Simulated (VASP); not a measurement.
# Os (P6_3/mmc) in VASP: notebook, part 2 of 2

VASP 6.6.1. The steps go on from the part before.

**4. Relaxation of cell and atoms, BEEF-vdW**

Input file INCAR:

```
PREC = Accurate ; ENCUT = 600
EDIFF = 1E-6 ; ISMEAR = -1
SIGMA = 0.05 ; LREAL = False
LASPH = True ; NELM = 80
ALGO = Fast ; ISIF = 3
LWAVE = False ; LCHARG = False
GGA = BF ; LUSE_VDW = True
ZAB_VDW = -1.8867 ; IBRION = 2
NSW = 60 ; EDIFFG = -0.01
```

Input file KPOINTS:

```
Automatic mesh
0
Gamma
  11 11 6
```

Input file POSCAR:

```
Os
1.0
    2.7341000000      0.0000000000      0.0000000000
   -1.3670500000      2.3678000565      0.0000000000
    0.0000000000      0.0000000000      4.3197000000
Os
2
Direct
    0.6666666667      0.3333333333      0.7500000000
    0.3333333333      0.6666666667      0.2500000000
```

Potentials or basis: VASP PAW PBE potentials, release 64 (Os).

On the command line:

```console
> cat potpaw_PBE.64/Os/POTCAR > POTCAR
> mpirun -np 1 vasp_std > vasp.out
```

OUTCAR:

```text
PREC = Accurate
   ENCUT = 600
   EDIFF = 1E-6
   ISMEAR = -1
   LREAL = False
   LASPH = True
   NELM = 80
   ISIF = 3
   GGA = BF
   IBRION = 2
   NSW = 60
   EDIFFG = -0.01

 ion  position               nearest neighbor table
   1  0.667  0.333  0.750-   2 2.68   2 2.68   2 2.68   2 2.68   2 2.68   2 2.68
   2  0.333  0.667  0.250-   1 2.68   1 2.68   1 2.68   1 2.68   1 2.68   1 2.68

  LATTYP: Found a hexagonal cell.
 ALAT       =     2.7341000000
 C/A-ratio  =     1.5799348963

  Lattice vectors:

 A1 = (   2.7341000000,   0.0000000000,   0.0000000000)
 A2 = (  -1.3670500000,   2.3678000565,   0.0000000000)
 A3 = (   0.0000000000,   0.0000000000,   4.3197000000)

Analysis of symmetry for initial positions (statically):
=====================================================================
 Subroutine PRICEL returns:
 Original cell was already a primitive cell.

 Routine SETGRP: Setting up the symmetry group for a
 hexagonal supercell.

 Subroutine GETGRP returns: Found 24 space group operations
 (whereof 12 operations were pure point group operations)
 out of a pool of 24 trial point group operations.

The static configuration has the point symmetry D_3d.
 The point group associated with its full space group is D_6h.

Analysis of symmetry for dynamics (positions and initial velocities):
=====================================================================
 Subroutine PRICEL returns:
 Original cell was already a primitive cell.

 Routine SETGRP: Setting up the symmetry group for a
 hexagonal supercell.

 Subroutine GETGRP returns: Found 24 space group operations
 (whereof 12 operations were pure point group operations)
 out of a pool of 24 trial point group operations.

The dynamic configuration has the point symmetry D_3d.
 The point group associated with its full space group is D_6h.

 Subroutine INISYM returns: Found 24 space group operations
 (whereof 12 operations are pure point group operations),
 and found     1 'primitive' translations

----------------------------------------------------------------------------------------

                                     Primitive cell

  volume of cell :      27.9649

  direct lattice vectors                    reciprocal lattice vectors
     2.734100000  0.000000000  0.000000000     0.365751070  0.211166479  0.000000000
    -1.367050000  2.367800057  0.000000000     0.000000000  0.422332957  0.000000000
     0.000000000  0.000000000  4.319700000     0.000000000  0.000000000  0.231497558

  length of vectors
     2.734100000  2.734100000  4.319700000     0.422332957  0.422332957  0.231497558

  position of ions in fractional coordinates (direct lattice)
     0.666666667  0.333333333  0.750000000
     0.333333333  0.666666667  0.250000000

  ion indices of the primitive-cell ions
   primitive index   ion index
                 1           1
                 2           2

----------------------------------------------------------------------------------------

[... 57 lines left out ...]
   NGX,Y,Z   is equivalent  to a cutoff of  14.59, 14.59, 13.85 a.u.
   NGXF,Y,Z  is equivalent  to a cutoff of  29.19, 29.19, 27.71 a.u.
 SYSTEM =  unknown system
   PREC   = accura    normal or accurate (medium, high low for compatibility)
   ISTART =      0    job   : 0-new  1-cont  2-samecut
   ICHARG =      2    charge: 1-file 2-atom 10-const
   ISPIN  =      1    spin polarized calculation?
   LNONCOLLINEAR =      F non collinear calculations
   LSORBIT =      F    spin-orbit coupling
   LASPH  =      T    aspherical Exc in radial PAW
   ENCUT  =  600.0 eV  44.10 Ry    6.64 a.u.   5.46  5.46  8.63*2*pi/ulx,y,z
   NELM   =     80;   NELMIN=  2; NELMDL= -5     # of ELM steps
   EDIFF  = 0.1E-05   stopping-criterion for ELM
   LREAL  =      F    real-space projection
   EDIFFG = -.1E-01   stopping-criterion for IOM
   NSW    =     60    number of steps for IOM
   IBRION =      2    ionic relax: 0-MD 1-quasi-New 2-CG
   NFREE  =      1    steps in history (QN), initial steepest desc. (CG)
   ISIF   =      3    stress and relaxation
   ISYM   =      2    0-nonsym 1-usesym 2-fastsym
   POTIM  = 0.5000    time-step for ionic-motion
   TEBEG  =    0.0;   TEEND  =   0.0 temperature during run
   PSTRESS=    0.0 pullay stress
   NELECT =      16.0000    total number of electrons
   NUPDOWN=      -1.0000    fix difference up-down
   EMIN   =  10.00;   EMAX   =-10.00  energy-range for DOS
   EFERMI =   0.00;   METHOD = LEGACY
   ISMEAR =    -1;   SIGMA  =   0.05  broadening in eV -4-tet -1-fermi 0-gaus
   EFERMI_NEDOS =   21; number of points for ismear=-14 and -15
   IALGO  =     68    algorithm
   IMIX   =      4    mixing-type and parameters
     AMIX     =   0.40;   BMIX     =  1.00
     AMIX_MAG =   1.60;   BMIX_MAG =  1.00
  volume/ion in A,a.u.               =      13.98        94.36
  Fermi-wavevector in a.u.,A,eV,Ry     =   1.359076  2.568282 25.131161  1.847088
  Thomas-Fermi vector in A             =   2.485855
   LORBIT       =      0    0 simple, 1 ext, 2 COOP (PROOUT), +10 PAW based schemes
   GGA     = BF    functional components
   LHFCALC =     F    Hartree Fock is set to
   AEXX    =    0.0000 exact exchange contribution
   IVDW_NL    =     1    kernel type
   BPARAM     = 6.3000
   IVDW    =     0    specifies the selected vdW correction
   LEPSILON=     F    determine dielectric tensor
   LRPA    =     F    only Hartree local field effects (RPA)
 conjugate gradient relaxation of ions
 non-spin polarized calculation
 RMM-DIIS sequential band-by-band and
  energy-cutoff  :      600.00
  volume of cell :       27.96
 maximum number of plane-waves:       965
 NGX is ok and might be reduce to    24
   NGX = 11   NGY = 11   NGZ = 17

--------------------------------------- Ionic step        1  -------------------------------------------

 number of electron      16.0000001 magnetization

 Free energy of the ion-electron system (eV)
  ---------------------------------------------------
  ext. energy  EPLUGINS =         0.00000000
  ---------------------------------------------------
  free energy    TOTEN  =       -16.52777765 eV

  energy without entropy =      -16.51425889  energy(sigma->0) =      -16.52101827

------------------------ aborting loop because EDIFF is reached ----------------------------------------

  FORCE on cell =-STRESS in cart. coord.  units (eV):
  Direction    XX          YY          ZZ          XY          YZ          ZX
  --------------------------------------------------------------------------------------
  -------------------------------------------------------------------------------------
  Total        1.6516167      1.6516167      1.7285443      0.0000000      0.0000000      0.0000000
  in kB       94.6252080     94.6252080     99.0325774      0.0000000      0.0000000      0.0000000
  external PRESSURE =      96.0943311 kB  Pullay stress =       0.0000000 kB
[... 291 lines left out ...]
--------------------------------------- Ionic step        9  -------------------------------------------

 number of electron      16.0000000 magnetization

 Free energy of the ion-electron system (eV)
  ---------------------------------------------------
  ext. energy  EPLUGINS =         0.00000000
  ---------------------------------------------------
  free energy    TOTEN  =       -16.54675287 eV

  energy without entropy =      -16.53270525  energy(sigma->0) =      -16.53972906

 E-fermi :   8.7233     XC(G=0): -14.2145

 val. band max:        8.6968817058   @ k =   0.3636  -0.0000   0.3333
 cond. band min:       8.7794295142   @ k =   0.3636   0.0909   0.3333
 fundamental gap:      0.0825478084
 Fermi energy:         8.7232710537

 k-point     1 :       0.0000    0.0000    0.0000
  band No.  band energies     occupation
      1      -1.7903      2.00000
      2       1.3221      2.00000
      3       5.8652      2.00000
      4       5.8652      2.00000
      5       6.1065      2.00000
      6       6.6606      2.00000
      7       6.6606      2.00000
      8       7.2659      2.00000
      9       7.2659      2.00000
     10       8.8840      0.07726
     11      10.3608      0.00000
     12      10.3608      0.00000
[... 331 lines left out ...]
 k-point    24 :       0.1818    0.0909    0.1667
  band No.  band energies     occupation
      1       0.4515      2.00000
      2       2.8626      2.00000
      3       4.2130      2.00000
      4       4.4301      2.00000
      5       5.6296      2.00000
      6       6.2143      2.00000
      7       6.7610      2.00000
      8       7.6723      2.00000
      9       8.2531      1.99984
     10       8.6060      1.82519
     11      10.7647      0.00000
     12      14.1337      0.00000

 [... further k-points ...]

------------------------ aborting loop because EDIFF is reached ----------------------------------------

  FORCE on cell =-STRESS in cart. coord.  units (eV):
  Direction    XX          YY          ZZ          XY          YZ          ZX
  --------------------------------------------------------------------------------------
  -------------------------------------------------------------------------------------
  Total        0.0046663      0.0046663      0.0061975      0.0000000     -0.0000000     -0.0000000
  in kB        0.2612355      0.2612355      0.3469544      0.0000000     -0.0000000     -0.0000000
  external PRESSURE =       0.2898085 kB  Pullay stress =       0.0000000 kB
[... 21 lines left out ...]
  energy  without entropy=      -16.5327052507  energy(sigma->0) =      -16.53972906

Total vdW correction in eV:      1.8962989

 reached required accuracy - stopping structural energy minimisation
```

OSZICAR:

```text
N       E                     dE             d eps       ncg     rms          rms(c)
DAV:   1     0.124971525208E+03    0.12497E+03   -0.83765E+03  1536   0.144E+03
DAV:   2    -0.949092997344E+01   -0.13446E+03   -0.12148E+03  1608   0.417E+02
[... 79 lines left out ...]
   8 F= -.16546701E+02 E0= -.16539662E+02  d E =0.470095E-04
       N       E                     dE             d eps       ncg     rms          rms(c)
DAV:   1    -0.165468532914E+02   -0.15254E-03   -0.26671E-03  1536   0.443E-01    0.108E-01
RMM:   2    -0.165467677800E+02    0.85511E-04   -0.82048E-05  1536   0.924E-02    0.410E-02
RMM:   3    -0.165467514353E+02    0.16345E-04   -0.10122E-04  1536   0.745E-02    0.990E-03
RMM:   4    -0.165467525851E+02   -0.11498E-05   -0.10748E-05  1401   0.495E-02    0.112E-02
RMM:   5    -0.165467528679E+02   -0.28286E-06   -0.28064E-06   925   0.111E-02
   9 F= -.16546753E+02 E0= -.16539729E+02  d E =-.462731E-05
```

CONTCAR:

```text
Os
   1.00000000000000
     2.7555732843498881   -0.0000000000000000   -0.0000000000000000
    -1.3777866421749441    2.3863964662499964    0.0000000000000000
     0.0000000000000000    0.0000000000000000    4.3521192031262794
  Os
     2
Direct
     0.6666666667000030    0.3333333332999970    0.7500000000000000
     0.3333333332999970    0.6666666667000030    0.2500000000000000

  0.00000000E+00  0.00000000E+00  0.00000000E+00
  0.00000000E+00  0.00000000E+00  0.00000000E+00
```

Run time: 3.7 min. Hardware: 1 thread of Intel Xeon 6975P-C (Granite Rapids), shared host; peak memory 0.33 GiB.

Results:

```yaml
Free_energy: -16.5468 eV
Relaxed_volume: 14.31 Å³/atom
Relaxed_cell: a = 2.756 Å, b = 2.756 Å, c = 4.352 Å, α = 90.00°, β = 90.00°, γ = 120.00°
Space_group_after_relaxing_to_0.05_Å: P6_3/mmc (No. 194)
Energy_gained_by_relaxing: 9.5 meV/atom
Ionic_steps: 9
Pressure_after_relaxing: 0.0 GPa
Band_gap_on_the_k_mesh: none (metal or under the smearing width)
```

The path:
```tsv
step	energy change (eV)	largest force (eV/Å)	pressure (GPa)	volume (Å³)
1	0.0000	0.0000	9.61	27.96
2	0.2714	0.0000	-29.28	31.50
3	-0.0189	0.0000	-0.43	28.65
4	-0.0190	0.0000	-0.03	28.62
5	-0.0190	0.0000	0.18	28.61
6	-0.0190	0.0000	0.17	28.61
7	-0.0190	0.0000	0.19	28.61
8	-0.0189	0.0000	-0.42	28.65
9	-0.0190	0.0000	0.03	28.62
```

Final structure:
```yaml
crystal:
  lattice:
    - [2.75557, 0.00000, 0.00000]
    - [-1.37779, 2.38640, 0.00000]
    - [0.00000, 0.00000, 4.35212]
  atoms:
    - { symbol: Os, position: [0.66667, 0.33333, 0.75000] }
    - { symbol: Os, position: [0.33333, 0.66667, 0.25000] }
```

Levels at points of the mesh, in eV from the Fermi level:
```
           k point  band 4  band 5  band 6  band 7  band 8  band 9  band 10  band 11  band 12
(0.00, 0.00, 0.00)   -2.86   -2.62   -2.06   -2.06   -1.46   -1.46     0.16     1.64     1.64
(0.00, 0.00, 0.50)   -3.36   -3.05   -3.05   -3.05   -3.05    0.87     0.87     0.87     0.87
```

Caveat: the PAW data sets were made with another functional, which shifts forces and pressure a little.

**5. The reference run**

An earlier run on the cell as given: functional PBE; potentials or basis VASP PAW PBE potentials, release 64 (Os); cutoff 520 eV; k mesh 11 × 11 × 6; occupations fermi-dirac, width 0.05 eV; no spin polarisation.

- Pressure: 8.9 GPa
- Band gap on the k mesh: none (metal or under the smearing width)

**6. Summary**

```tsv
task	level	cell	cutoff (eV)	gap on the mesh (eV)	pressure (GPa)	relaxed volume (Å³/atom)
relaxation of cell and atoms	optB88-vdW	relaxed	600	none	0.2	14.41
relaxation of cell and atoms	optPBE-vdW	relaxed	600	none	0.0	14.47
relaxation of cell and atoms	BEEF-vdW	relaxed	600	none	0.0	14.31
single point	PBE	as given	520	none	8.9	-
```

Alike in all rows: potentials or basis VASP PAW PBE potentials, release 64 (Os); no spin polarisation; k mesh 11 × 11 × 6; smearing fermi-dirac 0.05 eV.

Caveats: the PAW data sets were made with another functional, which shifts forces and pressure a little (some runs).

Absolute energies hang on the potentials; compare differences alone.
